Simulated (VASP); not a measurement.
**KCl (Sylvite): relaxation of the atoms with PBEsol**

KCl (Sylvite):

```
K Cl
1.0
     0.00000    3.08473    3.08473
     3.08473    0.00000    3.08473
     3.08473    3.08473    0.00000
K Cl
1 1
Direct
  0.00000 0.00000 0.00000
  0.50000 0.50000 0.50000
```

The cell isn't the ideal one: a relaxed cell with its volume scaled by 0.96.

```
Program                : VASP 6.6.1
Task                   : relaxation of the atoms
Functional             : PBEsol
Potentials or basis    : VASP PAW PBE potentials, release 64 (K_sv, Cl)
Cutoff                 : 600 eV
k mesh                 : 8 × 8 × 8
Occupations            : gaussian, width 0.03 eV
Spin                   : no spin polarisation
Further INCAR settings : ALGO = Normal; EDIFF = 1e-07; IBRION = 2; EDIFFG = -0.01; NSW = 40
```

```yaml
Pressure_after_relaxing: 0.8 GPa
Band_gap_on_the_k_mesh: 5.22 eV, direct
```

Final structure:
```
CELL_PARAMETERS angstrom
0.00000 3.08473 3.08473
3.08473 0.00000 3.08473
3.08473 3.08473 0.00000
ATOMIC_POSITIONS crystal
K 0.00000 0.00000 0.00000
Cl 0.50000 0.50000 0.50000
```

Levels at points of the mesh, in eV from the valence-band top:
```
           k point  band 5  band 6  band 7  band 8  band 9  band 10  band 11  band 12
(0.00, 0.00, 0.00)  -10.43    0.00    0.00    0.00    5.22     8.31     8.31     8.31
(0.50, 0.00, 0.00)  -10.16   -1.20   -0.39   -0.39    7.59     8.71    10.67    10.67
(0.50, 0.50, 0.00)  -10.51   -0.71   -0.24   -0.24    6.33     8.49    10.25    10.29
```

Wall time 11 s on 1 thread of Intel(R) Xeon(R) 6975P-C (Granite Rapids) (shared host), peak memory 0.21 GiB.

Caveat: the relaxation stopped at its first step, so nothing moved; the PAW data sets were made with another functional, which shifts forces and pressure a little. A k mesh can miss the band edges.
